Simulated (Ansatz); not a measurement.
Run this with the Ansatz DFT code, driven from Python and show what comes out.

Script `run_transition.py`:
```python
'''Enthalpies of two structures of MgS under pressure.'''

import warnings

import ansatz as az
from ase import Atoms
import numpy as np

FUNCTIONAL = 'r2scan'
CUTOFF = 600
K_SPACING = 0.3
OCCUPATIONS = 'cold'
SMEARING_WIDTH = 0.01


def compute(name, crystal, pressure=0.0):
    calc = (
        crystal.calculation()
        .functional(FUNCTIONAL)
        .basis(CUTOFF)
        .kpoints(spacing=K_SPACING)
        .occupations(OCCUPATIONS, width=SMEARING_WIDTH)
    )
    calc = calc.relax(force_tolerance=0.01, max_steps=40, cell=True, pressure=pressure)
    return calc.run(threads=1)


def volume_per_atom(outcome):
    return abs(np.linalg.det(outcome.lattice.cell_ang)) / len(outcome.lattice.sites)

warnings.simplefilter('ignore', az.DeckWarning)

phases = {}
atoms = Atoms(
    ['Mg', 'S'],
    scaled_positions=[
        (0.0, 0.0, 0.0),
        (0.75, 0.75, 0.75),
    ],
    cell=[
        (0.0, 2.83312, 2.83312),
        (2.83312, 0.0, 2.83312),
        (2.83312, 2.83312, 0.0),
    ],
    pbc=True,
)
f_43m = az.Crystal.from_ase(atoms)
phases['F-43m'] = f_43m
p6_3mc = (
    az.Lattice.from_parameters(4.034622, 4.034622, 6.432294, alpha=90, beta=90, gamma=120)
    .space_group(186)
    .atom('Mg', (2 / 3, 1 / 3, 0.495755))
    .atom('S', (1 / 3, 2 / 3, 0.379244))
)
phases['P6_3mc'] = p6_3mc

# enthalpy per atom at each pressure
pressures = [0, 5, 10, 20]
enthalpy, volume = {name: [] for name in phases}, {name: [] for name in phases}
for p in pressures:
    for name, crystal in phases.items():
        o = compute(name, crystal, pressure=p)
        volume[name].append(volume_per_atom(o))
        enthalpy[name].append(o.report['energy_sigma0_ev'] / len(o.lattice.sites) + p * volume[name][-1] / 160.21766)
gap = np.array(enthalpy['P6_3mc']) - np.array(enthalpy['F-43m'])
rows = [(p, va, vb, 1000 * d) for p, va, vb, d in zip(pressures, volume['F-43m'], volume['P6_3mc'], gap)]
print('| P (GPa) | V F-43m (A^3/atom) | V P6_3mc (A^3/atom) | H(P6_3mc) - H(F-43m) (meV/atom) |')
print('| --- | --- | --- | --- |')
for row in rows:
    print(f'| {row[0]:d} | {row[1]:.3f} | {row[2]:.3f} | {row[3]:+.1f} |')
crossings = [p0 - g0 * (p1 - p0) / (g1 - g0) for p0, p1, g0, g1 in zip(pressures, pressures[1:], gap, gap[1:]) if g0 * g1 < 0]
print('crossing near', [round(float(p), 1) for p in crossings], 'GPa') if crossings else print('no crossing in this range')
```

`python run_transition.py` gives:
```text
| P (GPa) | V F-43m (A^3/atom) | V P6_3mc (A^3/atom) | H(P6_3mc) - H(F-43m) (meV/atom) |
| --- | --- | --- | --- |
| 0 | 22.703 | 22.681 | -8.9 |
| 5 | 21.109 | 21.094 | -9.2 |
| 10 | 19.946 | 19.902 | -10.0 |
| 20 | 18.274 | 17.186 | -142.7 |
no crossing in this range
```

Caveats:
- At a fixed pressure a relaxation lowers the enthalpy F + PV, while F alone can rise.
- The cells come from databases of deposited and of computed structures, and not all need be stable phases.
- Only these two structures are compared, at zero temperature and with their symmetry kept; either may be hypothetical, and another phase may be lower than both. Differences under 10 to 15 meV an atom lie within the error of mesh and functional.
- Wall time of the script: 5 min on 1 thread of Arm Neoverse V1, on a shared host, peak memory 0.72 GiB.
